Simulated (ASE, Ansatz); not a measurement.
# Localised basis functions on C(110) slab, H on the bottom face (150 atoms), part 2 of 2

Aim: test how closely localised support functions follow the reference on C(110) slab, H on the bottom face (150 atoms), and at what cost. A setting counts as converged where the r.m.s. difference of forces stays under 1 % of the r.m.s. force.

Ansatz 0.2.0; Kohn-Sham DFT, LDA, PAW (set soft_2), plane waves.

The cell: 120 C and 30 H. Beside vacuum, support functions can miss their usual error bounds without a warning. The main run has no spin polarisation. Only the Γ point is sampled, in a cell whose shortest periodic width is 11 Å.

So far. Step 2 (Plane-wave single point): Electrostatic potential energy in the cb plane at fractional x = 0.000, with atoms of C and H within 0.2 Å of it. With pseudopotentials it is smooth inside the atoms' cores, unlike the true potential.

### 3. Local order

Bonds and neighbours are counted at the geometry of the runs.

Normalised to the volume that the atoms fill. g(r), total and by pair (bins of 0.2 Å):

| r (Å) | total | C-C | C-H | H-H |
| --- | --- | --- | --- | --- |
| 1.00 | 0.68 | 0.00 | 2.12 | 0.00 |
| 1.20 | 0.15 | 0.00 | 0.48 | 0.00 |
| 1.40 | 0.25 | 0.39 | 0.00 | 0.00 |
| 1.60 | 2.59 | 4.05 | 0.00 | 0.00 |
| 1.80 | 0.15 | 0.00 | 0.00 | 3.69 |
| 2.00 | 0.13 | 0.00 | 0.02 | 3.04 |
| 2.20 | 0.61 | 0.00 | 1.91 | 0.00 |
| 2.40 | 0.73 | 0.94 | 0.02 | 3.04 |
| 2.60 | 2.64 | 3.33 | 0.99 | 4.67 |
| 2.80 | 0.53 | 0.07 | 1.52 | 0.00 |
| 3.00 | 1.93 | 2.87 | 0.29 | 0.00 |
| 3.20 | 0.05 | 0.00 | 0.14 | 0.00 |
| 3.40 | 0.36 | 0.01 | 1.11 | 0.07 |
| 3.60 | 0.70 | 0.94 | 0.08 | 1.84 |
| 3.80 | 0.62 | 0.97 | 0.01 | 0.00 |
| 4.00 | 0.71 | 0.53 | 0.97 | 1.48 |
| 4.20 | 0.34 | 0.02 | 1.02 | 0.09 |
| 4.40 | 1.83 | 2.20 | 0.84 | 3.72 |
| 4.60 | 0.97 | 1.25 | 0.53 | 0.00 |
| 4.80 | 0.05 | 0.01 | 0.12 | 0.00 |
| 5.00 | 0.79 | 0.69 | 0.95 | 1.01 |
| 5.20 | 0.86 | 0.95 | 0.67 | 0.85 |
| 5.40 | 0.57 | 0.26 | 1.25 | 0.00 |
| 5.60 | 0.64 | 0.93 | 0.14 | 0.00 |
| 5.80 | 0.45 | 0.49 | 0.35 | 0.66 |
| 6.00 | 0.15 | 0.03 | 0.41 | 0.05 |
| 6.20 | 0.45 | 0.32 | 0.55 | 1.86 |
| 6.40 | 0.70 | 0.70 | 0.70 | 0.55 |

Bonds by pair of elements; cutoffs follow the first minimum of g(r), held within bounds set by covalent radii, and pairs that aren't listed don't count as bonded:

| pair A-B | cutoff (Å) | bonds | mean length (Å) | spread (Å) | shortest (Å) | B about A | A about B |
| --- | --- | --- | --- | --- | --- | --- | --- |
| C-C | 1.85 | 210 | 1.55 | 0.032 | 1.46 | 3.5 | 3.5 |
| C-H | 1.34 | 30 | 1.08 | 0.023 | 1.04 | 0.25 | 1 |

How many atoms have how many bonded neighbours:

| element | mean | 1 | 3 | 4 |
| --- | --- | --- | --- | --- |
| C | 3.75 | 0 | 30 | 90 |
| H | 1 | 30 | 0 | 0 |

Bond angles (no mean is given where the spread exceeds 20°):

| angle | count | mean (°) | spread (°) |
| --- | --- | --- | --- |
| C-C-C | 540 | 109 | 1.6 |
| C-C-H | 90 | 110 | 2.1 |

Bond length by coordination (bonds to H left out):

| element | coordination | atoms | mean bond length (Å) |
| --- | --- | --- | --- |
| C | 3 | 30 | 1.55 |
| C | 4 | 90 | 1.55 |

By these cutoffs 75 % of C atoms have 4 and all H atoms have 1 bonded neighbour. The C-C-C angle averages 109° with a spread of 1.6°.

The surroundings of C34, picked at random, nearest first, numbered as they follow in the input and with coordinates relative to it.

| atom | x | y | z | distance (Å) | bonds | Löwdin charge (e) | Fx | Fy | Fz (eV/Å) |
| --- | --- | --- | --- | --- | --- | --- | --- | --- | --- |
| C34 | 0.00 | 0.00 | 0.00 | 0.00 | 4 | -0.14 | 0.45 | 1.84 | 3.19 |
| H130 | 0.04 | -0.63 | -0.83 | 1.05 | 1 | 0.18 | -0.02 | -0.86 | -1.82 |
| C33 | -1.25 | 0.87 | 0.02 | 1.53 | 4 | -0.12 | -1.11 | -0.58 | 1.11 |
| C57 | 1.26 | 0.92 | 0.04 | 1.56 | 4 | -0.13 | -0.01 | -3.18 | 0.43 |
| C35 | 0.04 | -0.92 | 1.28 | 1.58 | 4 | 0.02 | -2.86 | 1.04 | -0.08 |
| H135 | 1.25 | 1.48 | -0.88 | 2.13 | 1 | 0.17 | 0.11 | 0.64 | -0.50 |
| H129 | -1.22 | 1.54 | -0.86 | 2.15 | 1 | 0.16 | -0.21 | -0.34 | 0.03 |
| H127 | 1.28 | -2.02 | -0.80 | 2.52 | 1 | 0.16 | -0.03 | 0.03 | -0.46 |
| C60 | 1.26 | 1.76 | 1.29 | 2.52 | 4 | 0.01 | 0.14 | 1.94 | -0.05 |
| C38 | 0.00 | -0.01 | 2.52 | 2.52 | 4 | 0.04 | 0.72 | 1.11 | 1.83 |
| C58 | 2.52 | -0.01 | 0.01 | 2.52 | 4 | -0.13 | 0.01 | 2.42 | 2.44 |
| H123 | -1.25 | -2.03 | -0.86 | 2.53 | 1 | 0.16 | -0.04 | 0.00 | -0.26 |
| C28 | 1.21 | -1.79 | 1.33 | 2.54 | 4 | 0.02 | 3.28 | 0.32 | -1.78 |
| C36 | -1.28 | 1.79 | 1.31 | 2.56 | 4 | 0.02 | 1.14 | 0.48 | -1.20 |
| C12 | -1.29 | -1.81 | 1.28 | 2.56 | 4 | 0.02 | 1.01 | 1.98 | 0.25 |
| C18 | -2.59 | 0.00 | 0.04 | 2.59 | 4 | -0.12 | 2.74 | 1.24 | -0.18 |

The column of bonds counts only the pairs C-C within 1.85 Å, C-H within 1.34 Å; other neighbours, such as metal atoms beside each other in a compound, aren't counted, and periodic images can show an atom twice.

### 4. Support functions medium

With localised support functions most steps grow linearly with size, though the diagonalisation grows faster unless the density matrix is cut; this run measures error and cost at this size.

This step: Kohn-Sham DFT, LDA, PAW (set soft_2), localised support functions (medium) (Ansatz 0.2.0).

Contents of input.yaml:

```yaml
crystal:
  lattice:
    - [12.61125, 0.0, 0.0]
    - [0.0, 10.701, 0.0]
    - [0.0, 0.0, 16.67336]
  atoms:
    [... the 150 atom lines of step 2 ...]
kpoints:
  mp_grid: { grid: [1, 1, 1] }
hamiltonian:
  xc: lda
scf:
  occupations: { method: fermi_dirac, width: 0.05 }
  eigensolver: { kind: { support_functions: { accuracy: medium } } }
  mixing: { beta: 0.4 }
  max_iter: 150
output:
  forces: true
  eigenvalues: true
```

On the command line:

```sh
$ ansatz run input.yaml --threads 8 --pin off --max-ram 15872MiB --backend cpu --events-out ev --progress --plain --runs-dir out
```

Output:

```text
Warning: scf.eigensolver.kind.support_functions: disabling space-group detection — the functions' gradient is summed over unrotated k-points, so no spatial operation reduces the k-mesh or symmetrises the density; time reversal is kept, so that k and −k are solved as one point where they differ and the mesh holds both, and exact exchange and, on two spinor components, a DFT+U term hold to it where the run has them: [...]
settings of this run that can trade accuracy for cost: scf.eigensolver.kind.support_functions [...]
[...]
Crystal: 150 atoms, lattice volume = 2250.120 Å³
Basis set: ecut = 420 eV, 43971 PW (Γ)
Bands: 306, of which v1, the nominal top of the filled ones, is band 255 counted from 1 (254 counted from 0)
Symmetry: 1 space group operations
k-points: 1
[...]
SCF iter   1: F=—  HF=-29588.452361 eV  |F-HF|=—  |Δ(HF+E_count)|=         —  Δρ=7.26e-2  dr2=1.10e2  ethr=1.00e-1
[...]
SCF iter  16: F=—  HF=-29564.873585 eV  |F-HF|=—  |Δ(HF+E_count)|=   3.70e-4  Δρ=1.02e-5  dr2=4.64e-6  ethr=2.77e-9  κ⁻¹=2.3e-4(r=7)
SCF iter  17: F=-29564.873587 eV  HF=-29564.873586 eV  |F-HF|=1.02e-6  |Δ(HF+E_count)|=   8.06e-7  Δρ=6.04e-6  dr2=1.66e-6  ethr=9.09e-10
SCF 1 converged in 17 iterations: F = -29564.879701 eV  dr2 = 1.66e-6
[...]
SCF converged after 17 iterations
Stability not checked: this state was not tested for a lower state beside it, because the mixer in use, unlike msr1, does not test its closes by its own steps (another_mixer; see scf.mixing.algorithm and scf.lower_state_search)
Free energy (F): -29564.879701 eV
[...]
Internal energy: -29564.874128 eV  (E = F + TS)
E sigma→0 (E₀):  -29564.876915 eV
Entropy (-TS):   -0.005572 eV (-0.037 meV/atom)
Fermi energy:    1.118516 eV
[...]
Σ components = -29564.879701   (vs F -29564.879701, Δ=0.00e0)
--- Forces (eV/Å), atoms counted from 1 ---
  atom   1  C     -0.71744881    -0.22556440     0.56158962
  atom   2  C      0.44245805     1.06523146     1.23642291
  atom   3  C     -1.39248634     0.56477963    -0.03553247
  atom   4  C      0.90053855    -1.31478543    -0.73404163
[...]
atom 150  H      0.07585152     0.13556674     0.37257246
  max |Σ_I F_I| component: 8.30e-3 eV/Å
--- Band table (eV) ---
[...]
```

It took 85 s on 8 threads of Arm Neoverse V1, shared host; peak memory 3.9 GiB; 11 min of CPU time.

The program notes that the band table was not solved further than the SCF left it and it switched symmetry off.

Keys that differ from the reference: support_functions.accuracy = "medium", scf.max_iter = 150 and scf.mixing.beta = 0.4.

Forces differ from the reference by 3.9 meV/Å r.m.s., 0.23 % of their size, well within a tolerance of 1 %; the energy by -4.7 meV/atom. It took 85 s and 17 cycles; the reference's time can't be set against it, since the two runs asked for unlike analyses.

### 5. All settings compared

Differences are against the plane-wave reference (Kohn-Sham DFT, LDA, PAW (set soft_2), plane waves), whose r.m.s. force component is 1.67 eV/Å. Energies are set beside the reference only for runs with its functional, potentials and electron count. Times are for 8 threads of Arm Neoverse V1, shared host. The reference's time includes the DOS and grids, which some other runs skip.

| run | Δ force, r.m.s. (meV/Å) | share of r.m.s. force (%) | Δ energy (meV/atom) | Δ gap (eV) | cycles | time | host memory (GiB) |
| --- | --- | --- | --- | --- | --- | --- | --- |
| reference | - | - | - | - | 17 | 31 s | 2.5 |
| support functions medium | 3.91 | 0.234 | -4.66 | 6.0e-4 | 17 | 85 s | 3.9 |

### 6. Results

| Item | Value |
| --- | --- |
| free energy per atom | -197.0945 eV/atom |
| r.m.s. force component | 1.672 eV/Å |
| gap (highest filled to lowest empty level) | 0.6475 eV |
| wall time of the 2 DFT runs | 1.9 min |

In words: Against plane waves at 420 eV, the forces differ by 3.9 meV/Å (0.23 %) with support functions medium. At 150 atoms the run with support functions medium takes roughly 2.7 times the time of plane waves (whose run also made extra analyses, so the like-for-like ratio is larger), in 17 SCF cycles against 17. Differences between support functions and plane waves include what basis error the plane-wave run still has.

The highest filled and lowest empty levels differ by 0.647 eV at Γ alone; the mesh holds the band edges only if they fold onto it, so the gap at this level can be narrower or closed, and states at the surface or the caps may set it. Counting bonds as in the table, 75 % of C atoms have 4 and all H atoms have 1 bonded neighbour.

What to keep in mind: The geometry was built by rule, was displaced at random and isn't relaxed at this level: its force components are 1.7 eV/Å r.m.s. The slab bears a dipole and has periodic images along its normal, so a spurious field crosses the vacuum.

[Logs are printed without paths, hosts, clocks, repeated set-up lines and the standing remarks that a program may print on its own settings, such as how far it seeks lower states.]

[Hosts, paths, dates, database ids (printed as entryN), source tags and the programs' standing remarks are cut or masked in the printed files.]
